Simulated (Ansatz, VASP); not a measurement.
# CdS in VASP and in Ansatz

```
Cd S
1.0
     0.00000    2.87805    2.87805
     2.87805    0.00000    2.87805
     2.87805    2.87805    0.00000
Cd S
1 1
Direct
  0.00000 0.00000 0.00000
  0.75000 0.75000 0.75000
```

Alike in both runs: task single point; functional revPBE; dispersion D3(BJ); k mesh 8 × 8 × 8; occupations gaussian, width 0.05 eV; no spin polarisation.

```csv
,VASP,Ansatz
version,VASP 6.6.1,Ansatz 0.2.0
potentials or method,"VASP PAW PBE potentials, release 64 (Cd, S)","scalar-relativistic, plane waves, PAW"
plane-wave cutoff (eV),520,420
valence electrons in the cell,18,26
```

```tsv
	VASP	Ansatz	Ansatz less VASP
gap on the k mesh at the Fermi level (eV)	1.37	1.36	-0.006
least direct gap on the mesh (eV)	1.37	1.36	-0.006
pressure (GPa)	3.1	2.6	-0.41
dispersion energy (meV/atom)	-618.8	-618.9	-0.07
```

The two sets of potentials don't hold the same shells in valence.

Caveats: the PAW data sets were made with another functional, which shifts forces and pressure a little (VASP). Expect the measured gap to be larger: semilocal functionals such as revPBE lack the derivative discontinuity.
